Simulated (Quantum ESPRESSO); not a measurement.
# CaO (P1) in Quantum ESPRESSO: convergence with wavefunction cutoff

Aim: find how far wavefunction cutoff must go before the results for CaO settle, at PBE. This setting moves, with any that are tied to it; all else stays.

All numbers are computed with Quantum ESPRESSO 7.5; they aren't measurements. Logs are shortened: lines on timing, memory, paths and dates and some standing lists are left out, and cuts for length are marked.

## Step 1: The cell of the first run

The typed cell holds 2 atoms: a = 3.399 Å, b = 3.399 Å, c = 3.399 Å, α = 60.00°, β = 60.00°, γ = 60.00°.

The cell is a database's computed one.

The cell isn't the ideal one: atoms moved at random, drawn with an rms of 0.1 Å.

## Step 2: With wavefunction cutoff 37 Ry

File pw.in:

```
&CONTROL
  calculation = 'scf'
  prefix = 'pwscf'
  outdir = './tmp'
  pseudo_dir = './pseudo'
  tprnfor = .true.
  tstress = .true.
  disk_io = 'nowf'
/
&SYSTEM
  ibrav = 0
  nat = 2
  ntyp = 2
  ecutwfc = 37
  nbnd = 28
  occupations = 'smearing'
  smearing = 'mp'
  degauss = 0.00367493
  noncolin = .true.
  lspinorb = .true.
/
&ELECTRONS
  conv_thr = 4d-10
  electron_maxstep = 120
  mixing_beta = 0.5
/
ATOMIC_SPECIES
Ca    40.0780 Ca.upf
O     15.9990 O.upf
CELL_PARAMETERS angstrom
   0.0000000000    2.4035556960    2.4035556960
   2.4035556960    0.0000000000    2.4035556960
   2.4035556960    2.4035556960    0.0000000000
ATOMIC_POSITIONS crystal
Ca    -0.0014720000    0.0004940000   -0.0090010000
O      0.4781230000    0.5374340000    0.5116690000
K_POINTS automatic
4 4 4 0 0 0
```

Potentials or basis: PseudoDojo 0.4 FR PBE stringent.

On the command line:

```bash
> OMP_NUM_THREADS=1 pw.x -in pw.in > pw.out
```

pw.out:

```text
This program is part of the open-source Quantum ESPRESSO suite
     for quantum simulation of materials; please cite
[... 6 lines left out ...]
     --------------------
     sticks:   dense  smooth     PW     G-vecs:    dense   smooth      PW
     Sum         421     421    127                 5769     5769     965

     Using Slab Decomposition

     bravais-lattice index     =            0
     lattice parameter (alat)  =       6.4234  a.u.
     unit-cell volume          =     187.4084 (a.u.)^3
     number of atoms/cell      =            2
     number of atomic types    =            2
     number of electrons       =        16.00
     number of Kohn-Sham states=           28
     kinetic-energy cutoff     =      37.0000  Ry
     charge density cutoff     =     148.0000  Ry
     scf convergence threshold =      4.0E-10
     mixing beta               =       0.5000
     number of iterations used =            8  plain     mixing
     Exchange-correlation= PBE
                           (   1   4   3   4   0   0   0)
     Non magnetic calculation with spin-orbit

     celldm(1)=   6.423446  celldm(2)=   0.000000  celldm(3)=   0.000000
     celldm(4)=   0.000000  celldm(5)=   0.000000  celldm(6)=   0.000000

     crystal axes: (cart. coord. in units of alat)
               a(1) = (   0.000000   0.707107   0.707107 )
               a(2) = (   0.707107   0.000000   0.707107 )
               a(3) = (   0.707107   0.707107   0.000000 )

     reciprocal axes: (cart. coord. in units 2 pi/alat)
               b(1) = ( -0.707107  0.707107  0.707107 )
               b(2) = (  0.707107 -0.707107  0.707107 )
               b(3) = (  0.707107  0.707107 -0.707107 )

     PseudoPot. # 1 for Ca read from file:
     Ca.upf
     Pseudo is Norm-conserving + core correction, Zval = 10.0
     Generated using ONCVPSP code by D. R. Hamann
     Using radial grid of 1766 points, 10 beta functions with:
                l(1) =   0
                l(2) =   0
                l(3) =   1
                l(4) =   1
                l(5) =   1
                l(6) =   1
                l(7) =   2
                l(8) =   2
                l(9) =   2
               l(10) =   2

     PseudoPot. # 2 for O  read from file:
     O.upf
     Pseudo is Norm-conserving + core correction, Zval =  6.0
     Generated using ONCVPSP code by D. R. Hamann
     Using radial grid of  936 points,  8 beta functions with:
                l(1) =   0
                l(2) =   0
                l(3) =   1
                l(4) =   1
                l(5) =   1
                l(6) =   1
                l(7) =   2
                l(8) =   2

     atomic species   valence    mass     pseudopotential
     Ca               10.00    40.07800     Ca( 1.00)
     O                 6.00    15.99900     O ( 1.00)

     No symmetry found

   Cartesian axes

     site n.     atom                  positions (alat units)
         1        Ca     tau(   1) = (  -0.0060154  -0.0074055  -0.0006916  )
         2        O      tau(   2) = (   0.7418278   0.6998886   0.7181072  )

     number of k points=    36  Methfessel-Paxton smearing, width (Ry)=  0.0037
                       cart. coord. in units 2pi/alat
        k(    1) = (   0.0000000   0.0000000   0.0000000), wk =   0.0156250
        k(    2) = (   0.1767767   0.1767767  -0.1767767), wk =   0.0312500
        k(    3) = (  -0.3535534  -0.3535534   0.3535534), wk =   0.0156250
        k(    4) = (   0.3535534   0.0000000   0.0000000), wk =   0.0312500
        k(    5) = (  -0.1767767  -0.5303301   0.5303301), wk =   0.0312500
        k(    6) = (   0.0000000  -0.3535534   0.3535534), wk =   0.0312500
[... 28 lines left out ...]
        k(   35) = (   0.3535534  -0.7071068   0.0000000), wk =   0.0312500
        k(   36) = (   0.7071068  -0.0000000   0.3535534), wk =   0.0312500

     Dense  grid:     5769 G-vectors     FFT dimensions: (  25,  25,  25)

     Check: negative core charge=   -0.000548

     Initial potential from superposition of free atoms

     starting charge      15.9951, renormalised to      16.0000
     Starting wfcs are   18 randomized atomic wfcs +   10 random wfcs

     Self-consistent Calculation

     iteration #  1     ecut=    37.00 Ry     beta= 0.50
     Davidson diagonalization with overlap
     ethr =  1.00E-02,  avg # of iterations =  8.4

     total energy              =    -110.37139769 Ry
     estimated scf accuracy    <       0.23203834 Ry

     iteration #  2     ecut=    37.00 Ry     beta= 0.50
     Davidson diagonalization with overlap
     ethr =  1.45E-03,  avg # of iterations =  2.2

     total energy              =    -110.41816976 Ry
     estimated scf accuracy    <       0.08738155 Ry

     iteration #  3     ecut=    37.00 Ry     beta= 0.50
     Davidson diagonalization with overlap
     ethr =  5.46E-04,  avg # of iterations =  2.5
[... 36 lines left out ...]
     total energy              =    -110.43571280 Ry
     estimated scf accuracy    <          2.3E-09 Ry

     iteration #  9     ecut=    37.00 Ry     beta= 0.50
     Davidson diagonalization with overlap
     ethr =  1.44E-11,  avg # of iterations =  1.4

     total energy              =    -110.43571279 Ry
     estimated scf accuracy    <          9.2E-10 Ry

     iteration # 10     ecut=    37.00 Ry     beta= 0.50
     Davidson diagonalization with overlap
     ethr =  5.77E-12,  avg # of iterations =  2.0

     End of self-consistent calculation

          k = 0.0000 0.0000 0.0000 (   725 PWs)   bands (ev):

   -29.6147 -29.6147 -10.8094 -10.8094 -10.4375 -10.4375 -10.4160 -10.4160
    -8.4035  -8.4035   7.8304   7.8304   7.8653   7.8653   7.8678   7.8678
    12.5528  12.5528  14.2871  14.2871  14.3762  14.3762  14.3838  14.3838
    15.8374  15.8374  15.9770  15.9770

          k = 0.1768 0.1768-0.1768 (   715 PWs)   bands (ev):

   -29.5490 -29.5490 -11.3359 -11.2998 -10.6878 -10.6392 -10.4476 -10.4469
    -7.6886  -7.6758   6.3501   6.3546   7.2558   7.2570   7.3055   7.3099
    14.2373  14.2374  14.8196  14.8224  15.2739  15.2772  15.3053  15.3103
    17.2102  17.2135  17.3327  17.3372

          k =-0.3536-0.3536 0.3536 (   718 PWs)   bands (ev):

   -29.5018 -29.5018 -11.8044 -11.8044 -10.7089 -10.7089 -10.4735 -10.4735
    -7.1760  -7.1760   5.3188   5.3188   6.7136   6.7136   6.7461   6.7461
    15.1666  15.1666  16.0890  16.0890  16.5069  16.5069  16.7213  16.7213
    18.6119  18.6119  18.8197  18.8197
[... 220 lines left out ...]
   -29.4818 -29.4818 -11.2587 -11.2150 -10.9428 -10.8939 -10.8325 -10.8311
    -7.7656  -7.7581   6.6069   6.6113   6.7974   6.7980   6.8084   6.8146
    14.4658  14.4674  14.4769  14.4777  16.3798  16.3811  17.6816  17.6816
    18.1952  18.1968  21.8031  21.8046

          k = 0.7071-0.0000 0.3536 (   724 PWs)   bands (ev):

   -29.4815 -29.4815 -11.3141 -11.1640 -11.0239 -10.8848 -10.8162 -10.7826
    -7.7746  -7.7492   6.5659   6.5742   6.8316   6.8323   6.9118   6.9252
    14.3004  14.3048  14.3933  14.3933  16.3934  16.3974  17.6828  17.6828
    18.1713  18.1766  21.8143  21.8199

     the Fermi energy is     9.2112 ev

!    total energy              =    -110.43571279 Ry
     estimated scf accuracy    <          2.1E-12 Ry
     smearing contrib. (-TS)   =       0.00000000 Ry
     internal energy E=F+TS    =    -110.43571279 Ry

     The total energy is F=E-TS. E is the sum of the following terms:
     one-electron contribution =     -24.74979584 Ry
     hartree contribution      =      20.42166029 Ry
     xc contribution           =     -23.17172033 Ry
     ewald contribution        =     -82.93585691 Ry

     convergence has been achieved in  10 iterations

     Forces acting on atoms (cartesian axes, Ry/au):

     atom    1 type  1   force =     0.02053195   -0.00058284    0.00482226
     atom    2 type  2   force =    -0.02053195    0.00058284   -0.00482226

     Total force =     0.029838     Total SCF correction =     0.000001

     Computing stress (Cartesian axis) and pressure

          total   stress  (Ry/bohr**3)                   (kbar)     P=     -686.94
  -0.00455152  -0.00000297  -0.00000355         -669.55       -0.44       -0.52
  -0.00000297  -0.00473652  -0.00000203           -0.44     -696.77       -0.30
  -0.00000355  -0.00000203  -0.00472115           -0.52       -0.30     -694.51

=------------------------------------------------------------------------------=
   JOB DONE.
=------------------------------------------------------------------------------=
```

Wall time 21 s (1 thread of Intel Xeon Platinum 8259CL at 2.50GHz (Skylake/Cascade Lake), shared host); peak memory 0.06 GiB.

What came out:

| Quantity | Value |
| --- | --- |
| Free energy | -1502.5544 eV |
| Pressure | -68.7 GPa |
| Largest force | 0.542 eV/Å |
| Band gap on the k mesh | 3.84 eV, indirect (least direct gap 4.16 eV) |

## Step 3: With wavefunction cutoff 46 Ry

pw.in, as its differences from that of step 2:

```diff
@@ -13,3 +13,3 @@
   ntyp = 2
-  ecutwfc = 37
+  ecutwfc = 46
   nbnd = 28
```

Potentials or basis: PseudoDojo 0.4 FR PBE stringent.

On the command line:

```bash
> OMP_NUM_THREADS=1 pw.x -in pw.in > pw.out
```

Run time: 39 s. Hardware: 1 thread of Intel Xeon Platinum 8259CL at 2.50GHz (Skylake/Cascade Lake), shared host; peak memory 0.08 GiB.

Results:

* Free energy: -1505.6589 eV
* Pressure: -35.7 GPa
* Largest force: 0.448 eV/Å
* Band gap on the k mesh: 3.74 eV, indirect (least direct gap 4.09 eV)

## Step 4: With wavefunction cutoff 55 Ry

pw.in, as its differences from that of step 3:

```diff
@@ -13,3 +13,3 @@
   ntyp = 2
-  ecutwfc = 46
+  ecutwfc = 55
   nbnd = 28
```

On the command line:

```bash
> OMP_NUM_THREADS=1 pw.x -in pw.in > pw.out
```

Wall time 39 s (1 thread of Intel Xeon Platinum 8259CL at 2.50GHz (Skylake/Cascade Lake), shared host); peak memory 0.1 GiB.

What came out:

```
Free energy            : -1506.9344 eV
Pressure               : -13.8 GPa
Largest force          : 0.469 eV/Å
Band gap on the k mesh : 3.71 eV, indirect (least direct gap 4.06 eV)
```

## Step 5: With wavefunction cutoff 64 Ry

pw.in, as its differences from that of step 4:

```diff
@@ -13,3 +13,3 @@
   ntyp = 2
-  ecutwfc = 55
+  ecutwfc = 64
   nbnd = 28
```

On the command line:

```bash
> OMP_NUM_THREADS=1 pw.x -in pw.in > pw.out
```

Wall time 64 s (1 thread of Intel Xeon Platinum 8259CL at 2.50GHz (Skylake/Cascade Lake), shared host); peak memory 0.12 GiB.

What came out:

| Item | Value |
| --- | --- |
| Free energy | -1507.3353 eV |
| Pressure | -3.1 GPa |
| Largest force | 0.466 eV/Å |
| Band gap on the k mesh | 3.73 eV, indirect (least direct gap 4.04 eV) |

## Step 6: With wavefunction cutoff 74 Ry

pw.in, as its differences from that of step 5:

```diff
@@ -13,3 +13,3 @@
   ntyp = 2
-  ecutwfc = 64
+  ecutwfc = 74
   nbnd = 28
```

Potentials or basis: PseudoDojo 0.4 FR PBE stringent.

On the command line:

```bash
> OMP_NUM_THREADS=1 pw.x -in pw.in > pw.out
```

Wall time 74 s (1 thread of Intel Xeon Platinum 8259CL at 2.50GHz (Skylake/Cascade Lake), shared host); peak memory 0.13 GiB.

It converged, with:

```
Free energy            : -1507.4436 eV
Pressure               : 1.1 GPa
Largest force          : 0.465 eV/Å
Band gap on the k mesh : 3.73 eV, indirect (least direct gap 4.05 eV)
```

## Step 7: With wavefunction cutoff 83 Ry

pw.in, as its differences from that of step 6:

```diff
@@ -13,3 +13,3 @@
   ntyp = 2
-  ecutwfc = 74
+  ecutwfc = 83
   nbnd = 28
```

On the command line:

```bash
> OMP_NUM_THREADS=1 pw.x -in pw.in > pw.out
```

Wall time 93 s (1 thread of Intel Xeon Platinum 8259CL at 2.50GHz (Skylake/Cascade Lake), shared host); peak memory 0.16 GiB.

The run converged. Its results:

- Free energy: -1507.4602 eV
- Pressure: 2.2 GPa
- Largest force: 0.465 eV/Å
- Band gap on the k mesh: 3.73 eV, indirect (least direct gap 4.05 eV)

## Step 8: With wavefunction cutoff 92 Ry

pw.in, as its differences from that of step 7:

```diff
@@ -13,3 +13,3 @@
   ntyp = 2
-  ecutwfc = 83
+  ecutwfc = 92
   nbnd = 28
```

On the command line:

```bash
> OMP_NUM_THREADS=1 pw.x -in pw.in > pw.out
```

It took 94 s on 1 thread of Intel Xeon Platinum 8259CL at 2.50GHz (Skylake/Cascade Lake), shared host; peak memory 0.18 GiB.

The run converged. Its results:

- Free energy: -1507.4618 eV
- Pressure: 2.3 GPa
- Largest force: 0.465 eV/Å
- Band gap on the k mesh: 3.73 eV, indirect (least direct gap 4.04 eV)

## Step 9: With wavefunction cutoff 110 Ry

pw.in, as its differences from that of step 8:

```diff
@@ -13,3 +13,3 @@
   ntyp = 2
-  ecutwfc = 92
+  ecutwfc = 110
   nbnd = 28
```

Potentials or basis: PseudoDojo 0.4 FR PBE stringent.

On the command line:

```bash
> OMP_NUM_THREADS=1 pw.x -in pw.in > pw.out
```

It took 2.8 min on 1 thread of Intel Xeon Platinum 8259CL at 2.50GHz (Skylake/Cascade Lake), shared host; peak memory 0.23 GiB.

Results (log left out):

```yaml
Free_energy: -1507.4621 eV
Pressure: 2.3 GPa
Largest_force: 0.465 eV/Å
Band_gap_on_the_k_mesh: 3.73 eV, indirect (least direct gap 4.04 eV)
```

## Step 10: With wavefunction cutoff 138 Ry

pw.in, as its differences from that of step 9:

```diff
@@ -13,3 +13,3 @@
   ntyp = 2
-  ecutwfc = 110
+  ecutwfc = 138
   nbnd = 28
```

On the command line:

```bash
> OMP_NUM_THREADS=1 pw.x -in pw.in > pw.out
```

It took 3.3 min on 1 thread of Intel Xeon Platinum 8259CL at 2.50GHz (Skylake/Cascade Lake), shared host; peak memory 0.3 GiB.

The run converged. Its results:

- Free energy: -1507.4623 eV
- Pressure: 2.3 GPa
- Largest force: 0.465 eV/Å
- Band gap on the k mesh: 3.73 eV, indirect (least direct gap 4.04 eV)

## Step 11: Result

| wavefunction cutoff | energy less the tightest run, at zero smearing (meV/atom) | pressure (GPa) | largest force (eV/Å) | gap on the mesh (eV) | SCF cycles | CPU time (s) | peak memory (GiB) |
| --- | --- | --- | --- | --- | --- | --- | --- |
| 37 Ry | 2453.95 | -68.69 | 0.542 | 3.843 | 10 | 21 | 0.06 |
| 46 Ry | 901.72 | -35.74 | 0.448 | 3.738 | 10 | 39 | 0.08 |
| 55 Ry | 263.97 | -13.77 | 0.469 | 3.712 | 9 | 39 | 0.1 |
| 64 Ry | 63.52 | -3.12 | 0.466 | 3.730 | 9 | 64 | 0.12 |
| 74 Ry | 9.37 | 1.15 | 0.465 | 3.726 | 9 | 74 | 0.13 |
| 83 Ry | 1.05 | 2.15 | 0.465 | 3.726 | 9 | 93 | 0.16 |
| 92 Ry | 0.27 | 2.30 | 0.465 | 3.726 | 9 | 94 | 0.18 |
| 110 Ry | 0.13 | 2.31 | 0.465 | 3.726 | 9 | 170 | 0.23 |
| 138 Ry | 0.00 | 2.31 | 0.465 | 3.726 | 9 | 200 | 0.3 |

Against the tightest run, the energy stays within 1 meV/atom from 92 Ry on; the pressure stays within 0.1 GPa from 92 Ry on; the largest force stays within 0.005 eV/Å from 55 Ry on; the gap on the mesh stays within 0.01 eV from 64 Ry on. The tightest run that finished is the yardstick and may itself not be fully converged.

Caveats: all runs use coarse meshes; this smearing can shift energies of a crystal with a gap.
